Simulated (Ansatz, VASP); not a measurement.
## Os in VASP and in Ansatz

```
CELL_PARAMETERS angstrom
2.75593 0.00000 0.00000
-1.37796 2.38670 0.00000
0.00000 0.00000 4.34265
ATOMIC_POSITIONS crystal
Os 0.33333 0.66667 0.25000
Os 0.66667 0.33333 0.75000
```

Alike in both runs: task single point; functional PBE; k mesh 13 × 13 × 7; occupations fermi-dirac, width 0.2 eV; no spin polarisation.

```csv
,VASP,Ansatz
version,VASP 6.6.1,Ansatz 0.2.0
potentials or method,"VASP PAW PBE potentials, release 64 (Os)","plane waves (420 eV) with PAW, scalar-relativistic"
plane-wave cutoff (eV),520,420
valence electrons in the cell,16,32
```

|  | VASP | Ansatz | Ansatz less VASP |
| --- | --- | --- | --- |
| pressure (GPa) | 0.4 | 0.6 | +0.13 |
| largest component of the traceless stress (GPa) | 0.47 | 0.55 | +0.081 |

The functional is the same, so the differences come from potentials, cutoffs and numerics. The two sets of potentials don't hold the same shells in valence.

Spin-orbit coupling is left out, which matters for the levels of Os.
